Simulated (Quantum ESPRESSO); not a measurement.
MnO:

```
Mn O
1.0
     0.00000    2.22391    2.22391
     2.22391    0.00000    2.22391
     2.22391    2.22391    0.00000
Mn O
1 1
Cartesian
  0.0000 0.0000 0.0000
  2.2239 2.2239 2.2239
```

The cell is a database's computed one.

Base run:

| Item | Value |
| --- | --- |
| Program | Quantum ESPRESSO 7.5 |
| Functional | LDA |
| Potentials or basis | PseudoDojo 0.4.1 SR LDA standard |
| Cutoff | 1306 eV |
| Density cutoff | 5225 eV |
| k mesh | 10 × 10 × 10 |
| Occupations | fermi-dirac, width 0.05 eV |
| Spin | collinear spin, ferromagnetic start |
| Starting moments | [4.0, 0.0] μB |

Its results: band gap on the k mesh none (metal or under the smearing width); pressure -16.0 GPa; net moment 4.65 μB per cell; site moments Mn +3.95; O +0.23 μB.

Q: The run is repeated on the same cell with these changes: functional from LDA to PBEsol; potentials or basis from PseudoDojo 0.4.1 SR LDA standard to PseudoDojo 0.4.1 SR PBEsol standard. What comes out?

A: Band gap on the k mesh none (metal or under the smearing width); pressure -6.8 GPa; net moment 4.80 μB per cell; site moments Mn +4.07; O +0.24 μB.

Caveats: a cell with one magnetic atom can't hold antiferromagnetic order, which such compounds often take; semilocal functionals often make such compounds metallic where correlation or magnetic order opens a gap, which also shifts bond lengths; so large a pressure means that the cell lies far from this level's equilibrium, or that cutoff or potentials fall short (some runs).

Not every run made on this cell is shown here.
